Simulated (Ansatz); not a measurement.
# BaTiO3: the cost of one run

Computed with Ansatz 0.2.0 (DFT r2SCAN, scalar-relativistic, plane waves, PAW, unless a step's input says otherwise).

2 further runs of the same task are left out: 2 set aside as unsound or not needed.

### 1 The starting structure

It takes space group P4mm (No. 99, tetragonal). Conventional cell: a = 3.973 Å, b = 3.973 Å, c = 4.111 Å, α = 90.00°, β = 90.00°, γ = 90.00°. Around Ba (site symmetry 4mm) lie 12 O at 2.79 to 2.92 Å. Around Ti (site symmetry 4mm) lie 5 O at 1.82 to 1.99 Å. O (site symmetry 2mm) is surrounded by 2 Ti at 1.99 Å and 4 Ba at 2.79 to 2.92 Å. O (site symmetry 4mm) is surrounded by 1 Ti at 1.82 Å.

Structure file:

```xyz
5
Lattice="3.9728 0.0000 0.0000 0.0000 3.9728 0.0000 0.0000 0.0000 4.1114" Properties=species:S:1:pos:R:3 pbc="T T T"
Ba    1.9864    1.9864    2.4051
Ti    0.0000    0.0000    0.4238
O     0.0000    1.9864    0.2588
O     1.9864    0.0000    0.2588
O     0.0000    0.0000    2.2450
```

It goes back to an entry of the Materials Project.

It is the result of an earlier relaxation at this level (volume 12.98 Å³/atom; gap on the mesh: 2.23 eV).

The unstrained cell comes from an earlier run at this level (5 atoms, E(σ→0) -10183.8274 eV, gap 2.23 eV over the zone).

### 2 The cell strained by -1.5 %

Input file input.yaml:

```yaml
crystal:
  lattice:
    - [3.9131606342, 0.0, 0.0]
    - [0.0, 3.9131606342, 0.0]
    - [0.0, 0.0, 4.1484132417]
  atoms:
    - { symbol: Ba, position: [0.5, 0.5, 0.5849746091] }
    - { symbol: Ti, position: [0.0, 0.0, 0.103075112] }
    - { symbol: O, position: [0.0, 0.5, 0.0629584848] }
    - { symbol: O, position: [0.5, 0.0, 0.0629584848] }
    - { symbol: O, position: [0.0, 0.0, 0.5460302993] }
basis:
  ecutwfc: 500
kpoints:
  mp_grid: { grid: [8, 8, 8] }
hamiltonian:
  xc: r2scan
scf:
  occupations: { method: gaussian, width: 0.02 }
output:
  forces: true
  stress: true
  eigenvalues: true
relax:
  adjacent_minimum: "off"
  f_tol: 0.008
  max_steps: 40
  cell: { stress_tol: 0.015, fix: [a, b, gamma] }
```

Command:

```bash
> ansatz run input.yaml --threads 1 --pin off --max-ram 2560MiB --backend cpu --events-out ev --progress --plain --runs-dir out
```

Q: Estimate wall time and peak memory on 1 thread of Intel Xeon at 2.50GHz (Skylake/Cascade Lake), shared host.

About 5.6 min, with a peak of 0.55 GiB.
